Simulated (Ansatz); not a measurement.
# BaS: response to strain

BaS is deformed so: equal xy, yz and zx engineering shear strains of +2 %. What stress and forces result, by LAPW, PAW and all-electron datasets made for the crystal?

Program: Ansatz 0.2.0. Level of theory: DFT LDA, scalar-relativistic. These are calculated values, not measurements.

## 1. The system as given

The structure is cubic, space group Fm-3m (No. 225). The conventional cell has a = 6.387 Å, b = 6.387 Å, c = 6.387 Å, α = 90.00°, β = 90.00°, γ = 90.00°. Around Ba (site symmetry m-3m) lie 6 S at 3.19 Å. S (site symmetry m-3m) is surrounded by 6 Ba at 3.19 Å.

Coordinates:

```
Ba S
1.0
     0.00000    3.19375    3.19375
     3.19375    0.00000    3.19375
     3.19375    3.19375    0.00000
Ba S
1 1
Direct
  0.00000 0.00000 0.00000
  0.50000 0.50000 0.50000
```

Atoms are numbered in the order of the input: Ba1, S2.

## 2. The deformed structure

Space group Fm-3m before, R-3m after.

## 3. Full-potential LAPW

input.yaml

```yaml
crystal:
  lattice:
    - [0.063875, 3.2256875, 3.2256875]
    - [3.2256875, 0.063875, 3.2256875]
    - [3.2256875, 3.2256875, 0.063875]
  atoms:
    - { symbol: Ba, position: [0.0, 0.0, 0.0] }
    - { symbol: S, position: [0.5, 0.5, 0.5] }
kpoints:
  mp_grid: { grid: [7, 7, 7] }
  band_path:
    path:
      - [0.0, 0.0, 0.0]
      - [0.5, 0.5, 0.5]
      - [0.2451701269, 0.5, 0.7548298731]
      - [-0.2451701269, 0.2451701269, 0.5]
      - [0.0, 0.0, 0.5]
      - [0.0, 0.0, 0.0]
      - [-0.3725850634, 0.0, 0.3725850634]
      - [0.0, 0.3725850634, 0.6274149366]
      - [0.0, 0.5, 0.5]
    npoints: 5
scf:
  occupations: { method: fermi_dirac, width: 0.01 }
hamiltonian:
  xc: lda
  pseudopotentials: { kind: all_electron, lapw: { basis_error: 0.00025 } }
output:
  forces: true
  stress: true
  eigenvalues: true
```

Started as:

```console
> ansatz run input.yaml --threads 1 --pin off --max-ram 3072MiB --backend cpu --events-out ev --progress --plain --runs-dir out
```

## 4. Frozen-core PAW

input.yaml

```yaml
crystal:
  lattice:
    - [0.063875, 3.2256875, 3.2256875]
    - [3.2256875, 0.063875, 3.2256875]
    - [3.2256875, 3.2256875, 0.063875]
  atoms:
    - { symbol: Ba, position: [0.0, 0.0, 0.0] }
    - { symbol: S, position: [0.5, 0.5, 0.5] }
kpoints:
  mp_grid: { grid: [7, 7, 7] }
scf:
  occupations: { method: fermi_dirac, width: 0.01 }
hamiltonian:
  xc: lda
  pseudopotentials: { kind: paw }
output:
  forces: true
  stress: true
  eigenvalues: true
  efg: { contact_densities: true }
```

## 5. All-electron PAW on datasets made for the crystal

Edit input.yaml of step 4 so:

```diff
@@ -14,3 +14,3 @@
   xc: lda
-  pseudopotentials: { kind: paw }
+  pseudopotentials: { kind: all_electron, datasets: crystal }
 output:
```

(Steps that only read results are left out.)

Q: Predict the outcome of this session. Wanted: pressure; largest shear or deviatoric stress.

As calculated:

| quantity | value |
| --- | --- |
| pressure | LAPW -2.48, PAW -2.48, crystal datasets -2.48 GPa |
| largest shear or deviatoric stress (LAPW) | 0.41 GPa |

In words: The largest part of the stress beyond the pressure is 0.41 GPa in size; the atoms are carried along and not relaxed. No run of the undeformed cell stands beside it, so the pressure holds what the given cell had before the change. PAW: stress within 0.01 GPa of LAPW. Crystal datasets: stress within 0.01 GPa of LAPW. Spin-orbit coupling is left out, though the cell holds Ba; in elements this heavy it can shift bands and gaps by tenths of an eV.

The gaps are Kohn-Sham values of a semilocal functional, not quasiparticle or optical gaps. Such gaps usually fall short of the measured ones.
